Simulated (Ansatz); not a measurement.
## What DFT gives for Li2Se

```
Li Se
1.0
     0.00000    3.00629    3.00629
     3.00629    0.00000    3.00629
     3.00629    3.00629    0.00000
Li Se
2 1
Direct
  0.25000 0.25000 0.25000
  0.75000 0.75000 0.75000
  0.00000 0.00000 0.00000
```

Level: r2SCAN, no spin polarisation; 500 eV; 7×7×7 Γ-centred mesh; cold occupations (width 0.0251 eV); Ansatz 0.2.0, fixed geometry.

**Formation energy.** -1.43 eV an atom against the elements' usual phases (free molecules for gases, crystals otherwise, with no correction for O₂ or N₂), so it is bound against them; other compounds may still compete. Relaxing would lower it.
**Forces.** The forces vanish by the symmetry of the sites.
**Contacts.** Li–Se at 2.60 Å: least valence density 0.10 e/Å³ and ELF 0.02 there, a closed-shell (ionic or weak) contact. Li–Li at 3.01 Å: least valence density 0.05 e/Å³ and ELF 0.02 there, a closed-shell (ionic or weak) contact. Both are smooth PAW fields, read partly inside the augmentation spheres.
**Charges.** Bader charges in e: Li +0.88, Se -1.76. In the mean Li gives up most and Se takes most.
**Stress.** The pressure is -0.5 GPa (compression positive), so with the atoms held at these fractions the cell is close to zero pressure.
**Electronic structure.** The gap is 3.49 eV, indirect (the least direct gap found is 4.04 eV).

Origin: a database entry at a rescaled volume.
